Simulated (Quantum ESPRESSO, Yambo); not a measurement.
# Quasiparticle gap of BAs (F-43m) in Yambo, part 2 of 3

Aim: the G0W0 gap of BAs (F-43m) on PBE with spin-orbit coupling, step by step.

Quantum ESPRESSO 7.5 and Yambo 5.3.0; PBE and many-body steps on it, plane waves. Known limits of the many-body steps: not at the basis limit; exchange with frozen shells missing.

So far. Step 2 (Ground state): The gap is indirect, with the least direct gap 1.94 eV higher. Step 3 (Bands along the symmetry lines): The gap is 1.144 eV, as in the run before at this level.

## Step 4: Empty states on the mesh, 6×6×6 mesh, 160 bands

Level of this step: DFT, PBE with spin-orbit coupling, plane waves, norm-conserving pseudopotentials (Quantum ESPRESSO).

The sums over transitions need many empty states on a uniform mesh; this step solves for them.

Input file pw.in:

```
&control
  calculation = 'nscf'
  prefix = 'x'
  outdir = 'o'
  pseudo_dir = 'pseudo'
/
&system
  ibrav = 0
  nat = 2
  ntyp = 2
  ecutwfc = 76.0
  nbnd = 160
  force_symmorphic = .true.
  noncolin = .true.
  lspinorb = .true.
/
&electrons
  conv_thr = 1e-9
  electron_maxstep = 80
  diago_full_acc = .true.
  diago_thr_init = 5e-6
/
ATOMIC_SPECIES
  B 10.81 B.upf
  As 74.922 As.upf
CELL_PARAMETERS angstrom
  -0.0000000000 2.3885000000 2.3885000000
  2.3885000000 -0.0000000000 2.3885000000
  2.3885000000 2.3885000000 -0.0000000000
ATOMIC_POSITIONS crystal
  B 0.0000000000 0.0000000000 0.0000000000
  As 0.2500000000 0.2500000000 0.2500000000
K_POINTS automatic
  6 6 6 0 0 0
```

The run is started by

```sh
> OMP_NUM_THREADS=1 mpirun -n 4 pw.x -nk 4 -in pw.in > pw.out
```

The program printed:

```text
[banner, memory and clock lines left out]
Program PWSCF v.7.5 starts

     Atomic positions and unit cell read from directory:
     o/x.save/

     Message from routine setup:
     using ibrav=0 with symmetry is DISCOURAGED, use correct ibrav instead

     G-vector sticks info

     bravais-lattice index     =            0
     lattice parameter (alat)  =       6.3832  a.u.
     unit-cell volume          =     183.9087 (a.u.)^3
     number of atoms/cell      =            2
     number of atomic types    =            2
     number of electrons       =        18.00
     number of Kohn-Sham states=          160
     kinetic-energy cutoff     =      76.0000  Ry
     charge density cutoff     =     304.0000  Ry
     Exchange-correlation= PBE
                           (   1   4   3   4   0   0   0)
     Non magnetic calculation with spin-orbit

     celldm(1)=   6.383210  celldm(2)=   0.000000  celldm(3)=   0.000000
     celldm(4)=   0.000000  celldm(5)=   0.000000  celldm(6)=   0.000000

     crystal axes: (cart. coord. in units of alat)
               a(1) = (  -0.000000   0.707107   0.707107 )
               a(2) = (   0.707107  -0.000000   0.707107 )
               a(3) = (   0.707107   0.707107  -0.000000 )

     reciprocal axes: (cart. coord. in units 2 pi/alat)
               b(1) = ( -0.707107  0.707107  0.707107 )
               b(2) = (  0.707107 -0.707107  0.707107 )
               b(3) = (  0.707107  0.707107 -0.707107 )
     Pseudo is Norm-conserving + core correction, Zval =  3.0
     Generated using ONCVPSP code by D. R. Hamann
     Using radial grid of 1534 points,  6 beta functions with:
     Pseudo is Norm-conserving + core correction, Zval = 15.0
     Generated using ONCVPSP code by D. R. Hamann
     Using radial grid of 1358 points, 10 beta functions with:
     B                 3.00    10.81000     B ( 1.00)
     As               15.00    74.92200     As( 1.00)

     24 Sym. Ops. (no inversion) found

   Cartesian axes

     site n.     atom                  positions (alat units)
         1        B      tau(   1) = (   0.0000000   0.0000000   0.0000000  )
         2        As     tau(   2) = (   0.3535534   0.3535534   0.3535534  )

     number of k points=    16
                       cart. coord. in units 2pi/alat
        k(    1) = (   0.0000000   0.0000000   0.0000000), wk =   0.0046296
        k(    2) = (   0.1178511   0.1178511  -0.1178511), wk =   0.0370370
        k(    3) = (   0.2357023   0.2357023  -0.2357023), wk =   0.0370370
[...]
[... 4 further rows ...]
        k(   15) = (  -0.1178511  -0.3535534   0.5892557), wk =   0.1111111
        k(   16) = (  -0.7071068   0.2357023   0.0000000), wk =   0.0555556

     Dense  grid:    16457 G-vectors     FFT dimensions: (  36,  36,  36)

     The potential is recalculated from file :
     o/x.save/charge-density

     Starting wfcs are   26 randomized atomic wfcs +  134 random wfcs

     Band Structure Calculation

     End of band structure calculation

          k = 0.0000 0.0000 0.0000 (  2085 PWs)   bands (ev):

   -24.9748 -24.9748 -24.9748 -24.9748 -24.2561 -24.2561 -24.2439 -24.2439
   -24.2439 -24.2439  -4.0504  -4.0504  11.2042  11.2042  11.4118  11.4118
    11.4118  11.4118  14.4980  14.4980  14.7125  14.7125  14.7125  14.7125
[...]
[... 8 further rows ...]
[...]
k = 0.1179 0.1179-0.1179 (  2052 PWs)   bands (ev):

[...]
[... 8 further rows ...]
[...]
k = 0.2357 0.2357-0.2357 (  2030 PWs)   bands (ev):

[...]
[... 8 further rows ...]
   102.7807 102.7885 103.8352 103.8352 104.7340 104.7340 105.6637 105.6637
   107.1977 107.1977 107.1982 107.2013 107.7440 107.7440 110.8982 110.8982

          k =-0.3536-0.3536 0.3536 (  2060 PWs)   bands (ev):

     [... further k-points ...]

     highest occupied, lowest unoccupied level (ev):    11.4118   12.6403

     XML data file, pseudopotentials, collected wavefunctions
```

Elapsed: 24 s, on 4 MPI ranks of Arm Neoverse V1, shared host; peak memory 0.42 GiB; 98 s of CPU time.

This step gave:

```yaml
gap: 1.229 eV
k_of_the_valence_top: 0, 0, 0
k_of_the_conduction_bottom: 0, 0.3333, 0.3333
least_direct_gap: 3.086 eV
k_points_computed: 16
lowest_point_of_the_top_converged_band_above_the_valence_top: 94.2422 eV
```

On this mesh the gap is 1.229 eV. The earlier step found 1.144 eV, so this mesh misses an edge.

## Step 5: Conversion and set-up

This step: Yambo 5.3.0; conversion and set-up on PBE with spin-orbit coupling, plane waves, norm-conserving pseudopotentials.

The states are converted to the many-body program's format and the q mesh is built.

The run is started by

```sh
> (cd o/x.save; p2y > p2y.log; mv SAVE ../..); yambo > setup.log
```

The program printed:

```text
 Yambo, version 5.3.0

 [02] CORE Variables Setup
 =========================

  [02.01] Unit cells
  ==================

  Cell kind             :  FCC
  Atoms in the cell     :  B  As
  number of B  atoms    :  1
  number of As atoms    :  1

  List of atomic masses
  Mass of B     :  10.81000
  Mass of As    :  74.92200

  List of atomic coordinates    : [cc]
  B1       :  0.000000  0.000000  0.000000  order 1
  As1       :  2.256805  2.256805  2.256805  order 2

  Alat factors          :  4.513611  4.513611  4.513611 [a.u.]
  Direct lattice volume :  183.9087 [a.u.]
  Direct lattice vectors:  A[ 1 ]  A[ 2 ]  A[ 3 ]
   A[ 1 ]: -0.000000  1.000000  1.000000  [iru]
  -0.000000  4.513611  4.513611  [cc]
   A[ 2 ]:  1.000000 -0.000000  1.000000  [iru]
   4.513611 -0.000000  4.513611  [cc]
   A[ 3 ]:  1.000000  1.000000 -0.000000  [iru]
   4.513611  4.513611 -0.000000  [cc]

  Recip. lattice volume :  1.348768 [a.u.]
  Recip. lattice vectors:  B[ 1 ]  B[ 2 ]  B[ 3 ]
   B[ 1 ]: -0.500000  0.500000  0.500000  [iku]
  -0.696026  0.696026  0.696026  [cc]
   B[ 2 ]:  0.500000 -0.500000  0.500000  [iku]
   0.696026 -0.696026  0.696026  [cc]
   B[ 3 ]:  0.500000  0.500000 -0.500000  [iku]
   0.696026  0.696026 -0.696026  [cc]

  [02.02] Symmetries
  ==================

  Inversion symmetry    : yes
  Spatial inversion     : no
  Inversion index       :  25
  K-space Time-reversal : yes
  Magnetic symmetries   : no
  Time-reversal derived K-space symmetries:   25   48
  Group table correct   : yes
  Symmetries units      :  [cc]

   [S  1]:   1.0000     -0.32065E-16 -0.32065E-16 -0.32065E-16   1.0000      0.32065E-16  0.32065E-16  0.32065E-16   1.0000
   [S  2]:  -1.0000      0.32065E-16 -0.32065E-16  0.32065E-16  -1.0000      0.32065E-16 -0.32065E-16 -0.32065E-16   1.0000
   [S  3]:  -1.0000     -0.32065E-16  0.32065E-16  0.32065E-16   1.0000     -0.32065E-16 -0.32065E-16  0.32065E-16  -1.0000
[...]
[S  9]: -0.32065E-16   1.0000     -0.32065E-16  0.32065E-16 -0.32065E-16   1.0000       1.0000      0.32065E-16  0.32065E-16
   [S 10]: -0.32065E-16  -1.0000      0.32065E-16  0.32065E-16  0.32065E-16  -1.0000       1.0000     -0.32065E-16 -0.32065E-16
     [... 36 further rows ...]
   [S*47]:   1.0000     -0.32065E-16  0.32065E-16 -0.32065E-16  0.32065E-16  -1.0000      0.32065E-16   1.0000     -0.32065E-16
   [S*48]:   1.0000      0.32065E-16 -0.32065E-16 -0.32065E-16 -0.32065E-16   1.0000      0.32065E-16  -1.0000      0.32065E-16

  [02.03] Reciprocal space
  ========================

  nG shells         :  211
  nG charge         :  16457
  nG WFs            :  2709
  nC WFs            :  2085
  G-vecs. in first 21 shells:  [ Number ]
     1    9   15   27   51   59   65   89  113
    137   169   181   229   259   283   307   331   339
    387   411   459
  ...
  Shell energy in first 21 shells:  [ mHa ]
[...]
==============================

  [X] === General ===
  [X] Electronic Temperature                        :  0.000000  0.000000 [eV K]
  [X] Bosonic    Temperature                        :  0.000000  0.000000 [eV K]
  [X] Finite Temperature mode                       : no
  [X] El. density                                   :  0.66049E+24 [cm-3]
  [X] Fermi Level                                   :  11.41181 [eV]

  [X] === Gaps and Widths ===
  [X] Conduction Band Min                           :  1.228506 [eV]
  [X] Valence Band Max                              :  0.000000 [eV]
  [X] Filled Bands                                  :  18
  [X] Empty Bands                                   :   19  160
  [X] Direct Gap                                    :  3.086215 [eV]
  [X] Direct Gap localized at k                     :  1
  [X] Indirect Gap                                  :  1.228506 [eV]
  [X] Indirect Gap between kpts                     :   1  10
  [X] Last valence band width                       :  4.991641 [eV]
  [X] 1st conduction band width                     :  3.054483 [eV]

  E @ K [ 1]:  [eV]
  -36.38658 -36.38658 -36.38658 -36.38658 -35.66793 -35.66793 -35.65575 -35.65575
   -35.6557     -35.6557     -15.4622     -15.4622    -0.207654    -0.207654    -0.283895E-8 -0.253243E-8
  -0.245850E-8   0.00000      3.08621      3.08621      3.30066      3.30066      3.30066      3.30066
[...]
occ @ K [ 1]
[...]
E @ K [ 2]:  [eV]
[...]
occ @ K [ 2]
[...]
E @ K [ 3]:  [eV]
[...]
occ @ K [ 3]
[...]
E @ K [ 8]:  [eV]
[...]
occ @ K [ 8]
[...]
E @ K [ 9]:  [eV]
[...]
occ @ K [ 9]
[...]
E @ K [10]:  [eV]
[...]
occ @ K [10]
[...]
E @ K [11]:  [eV]
[...]
occ @ K [11]
[...]
E @ K [12]:  [eV]
[...]
occ @ K [12]
[...]
E @ K [13]:  [eV]
[...]
occ @ K [13]
[...]
E @ K [14]:  [eV]
[...]
occ @ K [14]
[...]
E @ K [15]:  [eV]
[...]
occ @ K [15]
[...]
E @ K [16]:  [eV]
[...]
occ @ K [16]
[...]
0.000000  0.000000  0.000000  0.000000  0.000000  0.000000  0.000000  0.000000
   0.000000  0.000000  0.000000  0.000000  0.000000  0.000000  0.000000  0.000000

 [03] Transferred momenta grid and indexing
 ==========================================

 IBZ Q-points                                      :  16
 BZ  Q-points                                      :  216

 K/Q-points units:
 rlu = crystal or reduced units; cc = cartesian coordinates; iku = interal k-units

 Q [ 1]         [rlu]:  0.000000  0.000000  0.000000
 Q [ 2]         [rlu]: -0.44040E-17 -0.44040E-17  0.16667
 Q [ 3]         [rlu]: -0.88081E-17 -0.88081E-17  0.33333
[...]
Q [ 8]         [rlu]: -0.63303E-17  0.16667     -0.33333
 Q [ 9]         [rlu]:  0.28747E-16  0.16667     -0.16667
 Q [10]         [rlu]: -0.18005E-16  0.33333      0.33333
     [... 4 further rows ...]
 Q [15]         [rlu]:  0.166667  0.333333 -0.333333
 Q [16]         [rlu]:  0.166667 -0.500000 -0.333333

  [03.01] X indexes
  =================

   [03.01.01] Sigma indexes
   ========================

 [06] Game Over & Game summary
```

It took 2.8 s on 1 MPI rank; peak memory 0.24 GiB.

(Part 2 of 3 ends here.)

[Paths, hosts, dates, memory and timing lines, banners, echoed tables and standing remarks are left out of the program output.]

[Logs are printed without paths, hosts, clocks, repeated set-up lines and the standing remarks that a program may print on its own settings, such as how far it seeks lower states.]

[Runs of the session that timed out or met a known fault of the program may be left out.]

[Hosts, paths, dates, database ids (printed as entryN), source tags and the programs' standing remarks are cut or masked in the printed files.]
